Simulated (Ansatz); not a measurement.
# What a change of settings does to a run on ZnS

The cell is COD entry 9000107, as deposited and not checked against the literature; nothing was relaxed. The listed cell was then made from it by scaling, straining or moving an atom.

First run: DFT, PBE, PAW with Ansatz's default frozen-core files, scalar-relativistic (Ansatz 0.2.0).

Command: `ansatz run input.yaml --threads 1 --pin off --max-ram 2048MiB --backend cpu --events-out ev --progress --plain --runs-dir out` The run took about 2.5 s on 1 thread of a shared machine.

```yaml
crystal:
  lattice:
    - [0.0, 2.6587996169, 2.6587996169]
    - [2.6587996169, 0.0, 2.6587996169]
    - [2.6587996169, 2.6587996169, 0.0]
  atoms:
    - { symbol: Zn, position: [0.0, 0.0, 0.0] }
    - { symbol: S, position: [0.75, 0.75, 0.75] }
kpoints:
  mp_grid: { grid: [8, 8, 8] }
scf:
  occupations: { method: fermi_dirac, width: 0.01 }
hamiltonian:
  xc: pbe
  pseudopotentials: { kind: paw }
output:
  forces: true
  stress: true
  eigenvalues: true
  efg: { contact_densities: true }
```

Result: converged; pressure 5.71 GPa; gap on the k mesh 2.32 eV; 6 SCF iterations.

The input is then changed:

```diff
@@ -5,6 +5,6 @@
     - [2.6587996169, 2.6587996169, 0.0]
   atoms:
-    - { symbol: Zn, position: [0.0, 0.0, 0.0] }
-    - { symbol: S, position: [0.75, 0.75, 0.75] }
+    - { symbol: Zn, position: [0.0, 0.0, 0.0], spin: 0.2 }
+    - { symbol: S, position: [0.75, 0.75, 0.75], spin: 0.2 }
 kpoints:
   mp_grid: { grid: [8, 8, 8] }
@@ -13,5 +13,5 @@
 hamiltonian:
   xc: pbe
-  pseudopotentials: { kind: paw }
+  pseudopotentials: { kind: nc }
 output:
   forces: true
@@ -19,3 +19,5 @@
   eigenvalues: true
   efg: { contact_densities: true }
+magnetization:
+  spin_polarized: true
```

Task: Predict the outcome of the changed run.

Result: It was refused before any iteration. The program says:
```
Error: output.efg without hamiltonian.pseudopotentials.kind: paw|paw_fr|all_electron or hamiltonian.pseudopotentials.kind: all_electron — the all-electron EFG reconstruction needs the PAW one-centre densities; drop the efg request, or set kind: paw (paw_fr under spin-orbit coupling) (under a functional that reads the kinetic-energy density, kind: paw is refused in some combinations and carries risks of its own in the rest: see hamiltonian.xc for the refusals and hamiltonian.pseudopotentials.kind for the risks, both in the input reference; kind: paw is refused beside gw.static_remainder)
```
